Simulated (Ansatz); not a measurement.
A run of Ansatz 0.2.0 is set up as follows.

input.yaml

```yaml
crystal:
  lattice:
    - [0.0, 2.034518, 2.034518]
    - [2.034518, 0.0, 2.034518]
    - [2.034518, 2.034518, 0.0]
  atoms:
    - { symbol: Al, position: [0.5, 0.5, 0.5] }
    - { symbol: "N", position: [0.0, 0.0, 0.0] }
hamiltonian:
  xc: rpbe
  pseudopotentials: { kind: paw }
kpoints:
  mp_grid: { grid: [11, 11, 11] }
  band_path:
    path:
      - [[0.0, 0.0, 0.0], [0.5, 0.0, 0.5], [0.5, 0.25, 0.75], [0.375, 0.375, 0.75], [0.0, 0.0, 0.0], [0.5, 0.5, 0.5], [0.625, 0.25, 0.625], [0.5, 0.25, 0.75], [0.5, 0.5, 0.5], [0.375, 0.375, 0.75]]
      - [[0.625, 0.25, 0.625], [0.5, 0.0, 0.5]]
    npoints: 14
scf:
  occupations: { method: fermi_dirac, width: 0.05 }
  n_extra_bands: 6
output:
  forces: true
  stress: true
  eigenvalues: true
  fatbands: false
  write_density: true
  write_potential: true
  elf: true
  volumetric_format: npy
```

Potentials or basis: Ansatz PAW.

Run with:

```console
$ ansatz run input.yaml --threads 2 --pin off --max-ram 5632MiB --backend cpu --events-out ev --progress --plain --runs-dir out
```

Q: What does it give for the band gap on the k mesh?

A: 4.69 eV, indirect (least direct gap 5.41 eV).

Q: Predict the pressure.

A: 4.9 GPa.

Levels at the corners of the path, in eV from the valence-band top:
```
point  band 1  band 2  band 3  band 4  band 5  band 6  band 7  band 8
    Γ  -17.42    0.00    0.00    0.00    5.41   12.09   12.09   12.09
    X  -13.33   -7.24   -2.74   -2.74    4.56    5.34   13.90   17.10
    W  -13.18   -5.59   -5.59   -3.84    8.03   10.64   10.64   12.13
    K  -13.31   -6.40   -5.35   -2.25    5.83    9.19   12.67   14.59
    Γ  -17.42    0.00    0.00    0.00    5.41   12.09   12.09   12.09
    L  -14.27   -8.16   -1.05   -1.05    6.03   10.96   10.96   13.14
    U  -13.31   -6.40   -5.35   -2.25    5.83    9.19   12.67   14.59
    W  -13.18   -5.59   -5.59   -3.84    8.03   10.64   10.64   12.13
    L  -14.27   -8.16   -1.05   -1.05    6.03   10.96   10.96   13.14
    K  -13.31   -6.40   -5.35   -2.25    5.83    9.19   12.67   14.59
    U  -13.31   -6.40   -5.35   -2.25    5.83    9.19   12.67   14.59
    X  -13.33   -7.24   -2.74   -2.74    4.56    5.34   13.90   17.10
```

Caveat: the k mesh misses the band edges, so the gap on the mesh is wider than the one along the path; the pressure holds a Pulay correction of +0.5 GPa for the finite cutoff; the PAW data sets come from PBE, with cores solved anew for the run's functional, which leaves a small shift of forces and pressure.
